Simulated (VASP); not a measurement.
## A VASP 6.6.1 single-point calculation on BaZrO3

INCAR

```
LDAUTYPE = 2
IBRION = -1
LWAVE = .FALSE.
LDAUU = 0 1.0 0
LASPH = .TRUE.
LDAUJ = 0 0 0
ISIF = 2
LCHARG = .FALSE.
LREAL = .FALSE.
NELM = 72
EDIFF = 1E-7
LDAUL = -1 2 -1
LDAU = .TRUE.
LMAXMIX = 4
NSW = 0
ENCUT = 520
ISMEAR = -1
NBANDS = 28
PREC = Accurate
SIGMA = 0.02
GGA = PE
```

KPOINTS

```
KPOINTS created by Atomic Simulation Environment
0
Gamma
6 6 6
0 0 0
```

POSCAR

```
Ba Zr O
 1.0000000000000000
     4.2053549142000000    0.0000000000000000    0.0000000000000000
     0.0000000000000000    4.2053549142000000    0.0000000000000000
     0.0000000000000000    0.0000000000000000    4.3735691108000001
 Ba  Zr  O
   1   1   3
Cartesian
  0.0000000000000000  0.0000000000000000  0.0000000000000000
  2.1026774571000000  2.1026774571000000  2.1867845554000001
  2.1026774571000000  2.1026774571000000  0.0000000000000000
  2.1026774571000000  0.0000000000000000  2.1867845554000001
  0.0000000000000000  2.1026774571000000  2.1867845554000001
```

The recommended PBE PAW datasets give the neutral cell 40 valence electrons.

Command

```
mpirun -np 1 vasp_std
```

OSZICAR

```
N       E                     dE             d eps       ncg     rms          rms(c)
DAV:   1     0.305632105040E+03    0.30563E+03   -0.21852E+04  2240   0.139E+03
DAV:   2    -0.282019762375E+02   -0.33383E+03   -0.32301E+03  2764   0.346E+02
DAV:   3    -0.484076386720E+02   -0.20206E+02   -0.20129E+02  3448   0.803E+01
DAV:   4    -0.489796958795E+02   -0.57206E+00   -0.57107E+00  3164   0.109E+01
DAV:   5    -0.489904143140E+02   -0.10718E-01   -0.10717E-01  3152   0.118E+00    0.272E+01
DAV:   6    -0.412306728526E+02    0.77597E+01   -0.40275E+01  2640   0.380E+01    0.118E+01
DAV:   7    -0.411122773473E+02    0.11840E+00   -0.29323E+00  3252   0.928E+00    0.685E+00
DAV:   8    -0.410894218614E+02    0.22855E-01   -0.36486E-01  2684   0.433E+00    0.711E-01
DAV:   9    -0.410888264169E+02    0.59544E-03   -0.54648E-02  3232   0.127E+00    0.532E-01
DAV:  10    -0.410908200069E+02   -0.19936E-02   -0.16103E-02  3060   0.995E-01    0.261E-01
DAV:  11    -0.410904500564E+02    0.36995E-03   -0.19167E-03  2760   0.336E-01    0.397E-02
DAV:  12    -0.410905023696E+02   -0.52313E-04   -0.15090E-04  2676   0.827E-02    0.274E-02
DAV:  13    -0.410905079166E+02   -0.55470E-05   -0.20236E-05  3132   0.297E-02    0.538E-03
DAV:  14    -0.410905084092E+02   -0.49258E-06   -0.30871E-06  2812   0.121E-02    0.236E-03
DAV:  15    -0.410905083835E+02    0.25656E-07   -0.30515E-07  2516   0.307E-03
   1 F= -.41090508E+02 E0= -.41090508E+02  d E =-.667466E-12
```

From OUTCAR

```
k-points           NKPTS =     40   k-points in BZ     NKDIM =     40   number of bands    NBANDS=     28

   NELECT =      40.0000    total number of electrons

   dimension x,y,z NGX =    32 NGY =   32 NGZ =   36
   dimension x,y,z NGXF=    64 NGYF=   64 NGZF=   72

  energy-cutoff  :      520.00
  volume of cell :       77.35
      direct lattice vectors                 reciprocal lattice vectors
     4.205354914  0.000000000  0.000000000     0.237792058  0.000000000  0.000000000
     0.000000000  4.205354914  0.000000000     0.000000000  0.237792058  0.000000000
     0.000000000  0.000000000  4.373569111     0.000000000  0.000000000  0.228646210

 k-points in reciprocal lattice and weights: KPOINTS created by Atomic Simulation Env
   0.00000000  0.00000000  0.00000000       0.005
   0.16666667  0.00000000  0.00000000       0.019
   0.33333333  0.00000000  0.00000000       0.019
   0.50000000  0.00000000  0.00000000       0.009
   0.16666667  0.16666667  0.00000000       0.019
   0.33333333  0.16666667  0.00000000       0.037
   0.50000000  0.16666667  0.00000000       0.019
   0.33333333  0.33333333  0.00000000       0.019
   ...

 E-fermi :   3.9913

 k-point     1 :       0.0000    0.0000    0.0000
  band No.  band energies     occupation
      1     -44.0397      2.00000
      2     -22.1372      2.00000
      3     -22.1372      2.00000
      4     -22.1070      2.00000
      5     -21.9947      2.00000
      6     -12.8613      2.00000
      7     -12.5896      2.00000
      8     -12.3568      2.00000
      9      -7.1706      2.00000
     10      -7.0951      2.00000
     11      -7.0951      2.00000
     12       1.8233      2.00000
     13       1.9915      2.00000
     14       1.9915      2.00000
     15       2.4745      2.00000
     16       2.6175      2.00000
     17       2.6175      2.00000
     18       3.1584      2.00000
     19       3.2179      2.00000
     20       3.2179      2.00000
     21       6.6520      0.00000
     22       6.6520      0.00000
     23       6.8121      0.00000
     24       7.9149      0.00000
     25       8.2034      0.00000
     26       8.8892      0.00000
     27      10.3557      0.00000
     28      10.7626      0.00000

 k-point     2 :       0.1667    0.0000    0.0000
  band No.  band energies     occupation
      1     -44.0390      2.00000
      2     -22.2283      2.00000
      3     -22.1357      2.00000
      4     -22.1055      2.00000
      5     -21.9471      2.00000
      6     -12.8238      2.00000
      7     -12.4548      2.00000
      8     -12.3514      2.00000
      9      -7.1542      2.00000
     10      -7.0773      2.00000
     11      -7.0620      2.00000
     12       1.5307      2.00000
     13       1.7488      2.00000
     14       1.9259      2.00000
     15       2.2302      2.00000
     16       2.3554      2.00000
     17       2.4011      2.00000
     18       2.6362      2.00000
     19       3.0705      2.00000
     20       3.1286      2.00000
     21       6.7510      0.00000
     22       7.2476      0.00000
     23       7.3893      0.00000
     24       8.3550      0.00000
     25       8.6367      0.00000
     26       9.3941      0.00000
     27      10.4673      0.00000
     28      11.4016      0.00000

 ...

  Total        0.5672025      0.5672025     -3.0097890      0.0000000      0.0000000      0.0000000
  in kB       11.7491756     11.7491756    -62.3455310      0.0000000      0.0000000      0.0000000
  external PRESSURE =     -12.9490599 kB  Pullay stress =       0.0000000 kB

 POSITION                                       TOTAL-FORCE (eV/Angst)
 -----------------------------------------------------------------------------------
      0.00000      0.00000      0.00000         0.000000      0.000000      0.000000
      2.10268      2.10268      2.18678         0.000000      0.000000      0.000000
      2.10268      2.10268      0.00000         0.000000      0.000000      0.000000
      2.10268      0.00000      2.18678         0.000000      0.000000      0.000000
      0.00000      2.10268      2.18678         0.000000      0.000000      0.000000
 -----------------------------------------------------------------------------------
    total drift:                                0.000000     -0.000000     -0.000000

  FREE ENERGIE OF THE ION-ELECTRON SYSTEM (eV)
  ---------------------------------------------------
  free  energy   TOTEN  =       -41.0905083835 eV

  energy  without entropy=      -41.0905083835  energy(sigma->0) =      -41.09050838
```

It converged. Results: gap between bands v and c on the k mesh 3.13 eV; least direct gap on the k mesh 3.43 eV; pressure -1.3 GPa. Band v is the last that the valence electrons fill when counted band by band, and c is the next.

For comparison, a separate PBE run of the intended cell, on usual settings and not on those above, gives a gap of 2.99 eV on its mesh and a pressure of -2.2 GPa.

The run above took about 70 s on one core of a shared host (Intel Xeon Platinum 8488C) and held 0.23 GiB at most.
